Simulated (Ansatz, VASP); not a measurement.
Two plane-wave programs on In

```
In
1.0
    -1.61906    1.66124    2.52477
     1.66124   -1.61906    2.52477
     1.56693    1.56693   -2.49705
In
1
Direct
  0.00000 0.00000 0.00000
```

Alike in both runs: task single point; functional r2SCAN; k mesh 9 × 9 × 11; occupations fermi-dirac, width 0.1 eV; no spin polarisation.

|  | VASP | Ansatz |
| --- | --- | --- |
| version | VASP 6.6.1 | Ansatz 0.2.0 |
| potentials or method | VASP PAW PBE potentials, release 64 (In_d) | plane waves (500 eV) with PAW, scalar-relativistic |
| plane-wave cutoff (eV) | 520 | 500 |
| valence electrons in the cell | 13 | 13 |

```csv
,VASP,Ansatz,Ansatz less VASP
pressure (GPa),0.0,0.0,-0.03
largest component of the traceless stress (GPa),0.49,0.49,+0.001
```

The functional is the same, so the differences come from potentials, cutoffs and numerics.

Caveats: the PAW data sets were made with another functional, which shifts forces and pressure a little (VASP).
